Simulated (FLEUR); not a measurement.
# Ag (Fm-3m) in FLEUR: a series of runs, part 2 of 2

FLEUR MaX-R8.1 (later development tree).

## Step 4: Equation of state, PBE, 16.37 Å³/atom (volume scaled by 0.96)

Input file inp.xml:

```xml
<?xml version="1.0" encoding="UTF-8" standalone="no"?>
<fleurInput fleurInputVersion="0.39">
   <comment>
      Ag                                                                                                  
   </comment>
   <calculationSetup>
      <cutoffs Kmax="5.0" Gmax="25.0" GmaxXC="25.0" numbands="0"/>
      <scfLoop itmax="60" minDistance="0.00001" maxIterBroyd="15" imix="Anderson" alpha="0.05" precondParam="0.0" spinf="2.0" sdNocoIR="T"/>
      <coreElectrons ctail="T" frcor="F" kcrel="0" coretail_lmax="0"/>
      <xcFunctional name="pbe" relativisticCorrections="F"/>
      <magnetism jspins="1"/>
      <soc l_soc="F" theta="0.0" phi="0.0" spav="F"/>
      <expertModes spex="0" secvar="F"/>
      <geometryOptimization l_f="F" forcealpha="1.0" forcemix="BFGS" epsdisp="0.00001" epsforce="0.00001"/>
      <ldaU l_linMix="F" mixParam="0.05" spinf="1.0"/>
   </calculationSetup>
   <cell>
      <bzIntegration valenceElectrons="19.0" mode="hist" fermiSmearingEnergy="0.00183747">
         <kPointListSelection listName="default-1"/>
         <!-- k-points included here -->
         <xi:include xmlns:xi="http://www.w3.org/2001/XInclude" href="kpts.xml"> </xi:include>
      </bzIntegration>
      <!-- symmetry operations included here -->
      <xi:include xmlns:xi="http://www.w3.org/2001/XInclude" href="sym.xml"> </xi:include>
      <bulkLattice scale="0.9864848297">
         <bravaisMatrix>
            <row-1>    0.0000000000000000     3.8602380410266495     3.8602380410266495</row-1>
            <row-2>    3.8602380410266495     0.0000000000000000     3.8602380410266495</row-2>
            <row-3>    3.8602380410266495     3.8602380410266495     0.0000000000000000</row-3>
         </bravaisMatrix>
      </bulkLattice>
   </cell>
   <atomSpecies>
      <species name="Silver (Ag)" element="Ag" atomicNumber="47">
         <mtSphere radius="2.48" gridPoints="837" logIncrement="0.015"/>
         <atomicCutoffs lmax="13" lnonsphr="8"/>
         <electronConfig flipSpins="F">
            <coreConfig>(1s1/2) (2s1/2) (2p1/2) (2p3/2) (3s1/2) (3p1/2) (3p3/2) (3d3/2) (3d5/2)</coreConfig>
            <valenceConfig>(4s1/2) (4p1/2) (4p3/2) (5s1/2) (4d3/2) (4d5/2)</valenceConfig>
            <stateOccupation state="(5s1/2)" spinUp="0.500000" spinDown="0.500000"/>
         </electronConfig>
         <energyParameters s="5" p="5" d="4" f="4"/>
         <lo type="SCLO" l="0" n="4" eDeriv="0"/>
         <lo type="SCLO" l="1" n="4" eDeriv="0"/>
         <lo type="SCLO" l="1" n="4" eDeriv="1"/>
         <lo type="SCLO" l="2" n="4" eDeriv="2"/>
         <lo type="SCLO" l="3" n="4" eDeriv="2"/>
      </species>
   </atomSpecies>
   <atomGroups>
      <atomGroup species="Silver (Ag)">
         <relPos label="                   1">.0000000000 .0000000000 .0000000000</relPos>
         <force calculate="T" relaxXYZ="TTT"/>
      </atomGroup>
   </atomGroups>
   <output dos="F" band="F" slice="F">
      <checks vchk="F" cdinf="F"/>
      <bandDOS minEnergy="-.5*Htr" maxEnergy="0.5*Htr" sigma="0.015" storeEVData="T"/>
      <vacuumDOS vacdos="F" integ="F" star="F" nstars="0" locx1="0.0" locy1="0.0" locx2="0.0" locy2="0.0" nstm="0" tworkf="0.0"/>
      <unfoldingBand unfoldBand="F" supercellX="1" supercellY="1" supercellZ="1"/>
      <plotting iplot="0" polar="F">
         <plot TwoD="T" vec1="  1.0  0.0  0.0" vec2="  0.0  1.0  0.0" vec3="  0.0  0.0  1.0" zero="  0.0  0.0  0.0" file="plot"/>
      </plotting>
      <chargeDensitySlicing numkpt="0" minEigenval="0.0" maxEigenval="0.0" nnne="0" pallst="F"/>
      <specialOutput eonly="F"/>
      <moessbauerParams electricFieldGradient="T" isomerShift="T" coreHyperfine="T" valenceHyperfine="T"/>
      <magneticCircularDichroism mcd="F" energyLo="-10.0" energyUp="0.0"/>
   </output>
  <!-- We include the file relax.xml here to enable relaxations (see documentation) -->
  <xi:include xmlns:xi="http://www.w3.org/2001/XInclude" href="relax.xml"> <xi:fallback/> </xi:include>
</fleurInput>
```

Started as:

```
> inpgen -f crystal.txt -profile precise
> # inp.xml edited to the form shown
> fleur_MPI
```

Run time: 25 s. Hardware: 1 thread of Arm Neoverse V2, shared host; peak memory 0.09 GiB.

The run converged. Its results:

| Property | Result |
| --- | --- |
| Free energy | -144691.2878 eV |
| Band gap on the k mesh | none (metal or under the smearing width) |
| Valence electrons inside the program's atomic spheres | Ag 17.75 (radii Ag 2.48 bohr) |

## Step 5: Equation of state, PBE, 17.05 Å³/atom

Edit inp.xml of step 4 so:

```diff
@@ -24,3 +24,3 @@
       <xi:include xmlns:xi="http://www.w3.org/2001/XInclude" href="sym.xml"> </xi:include>
-      <bulkLattice scale="0.9864848297">
+      <bulkLattice scale="1.0000000000">
          <bravaisMatrix>
```

Started as:

```
> inpgen -f crystal.txt -profile precise
> # inp.xml edited to the form shown
> fleur_MPI
```

Run time: 27 s. Hardware: 1 thread of Arm Neoverse V2, shared host; peak memory 0.08 GiB.

It converged, with:

```
Free energy                                           : -144691.3175 eV
Band gap on the k mesh                                : none (metal or under the smearing width)
Valence electrons inside the program's atomic spheres : Ag 17.71 (radii Ag 2.48 bohr)
```

## Step 6: Equation of state, PBE, 17.73 Å³/atom (volume scaled by 1.04)

Edit inp.xml of step 5 so:

```diff
@@ -24,3 +24,3 @@
       <xi:include xmlns:xi="http://www.w3.org/2001/XInclude" href="sym.xml"> </xi:include>
-      <bulkLattice scale="1.0000000000">
+      <bulkLattice scale="1.0131594038">
          <bravaisMatrix>
```

Potentials or basis: all-electron, FLAPW.

Started as:

```
> inpgen -f crystal.txt -profile precise
> # inp.xml edited to the form shown
> fleur_MPI
```

Wall time 29 s (1 thread of Arm Neoverse V2, shared host); peak memory 0.08 GiB.

The run converged. Its results:

| Property | Result |
| --- | --- |
| Free energy | -144691.3274 eV |
| Band gap on the k mesh | none (metal or under the smearing width) |
| Valence electrons inside the program's atomic spheres | Ag 17.68 (radii Ag 2.48 bohr) |

## Step 7: Equation of state, PBE, 18.07 Å³/atom (volume scaled by 1.06)

Edit inp.xml of step 6 so:

```diff
@@ -24,3 +24,3 @@
       <xi:include xmlns:xi="http://www.w3.org/2001/XInclude" href="sym.xml"> </xi:include>
-      <bulkLattice scale="1.0131594038">
+      <bulkLattice scale="1.0196128224">
          <bravaisMatrix>
```

Started as:

```
> inpgen -f crystal.txt -profile precise
> # inp.xml edited to the form shown
> fleur_MPI
```

It took 29 s on 1 thread of Arm Neoverse V2, shared host; peak memory 0.08 GiB.

It converged, with:

```yaml
Free_energy: -144691.3264 eV
Band_gap_on_the_k_mesh: none (metal or under the smearing width)
Valence_electrons_inside_the_program's_atomic_spheres: Ag 17.66 (radii Ag 2.48 bohr)
```

## Step 8: Equation of state, PBE

This step only gathers the single runs of the series.

What came out:

```yaml
Equilibrium_volume: 17.80 Å³/atom
Bulk_modulus: 90 GPa
Pressure_derivative_of_the_bulk_modulus: "6.2 (rough: it moves with the points fitted)"
```

Energy against volume, from the lowest point:
| volume (Å³/atom) | energy (meV/atom) |
| --- | --- |
| 16.025 | 63.70 |
| 16.366 | 39.53 |
| 17.048 | 9.82 |
| 17.730 | 0.00 |
| 18.071 | 1.00 |

PBE usually gives volumes a little too large and moduli too small. Zero-point motion and thermal expansion aren't in these numbers.
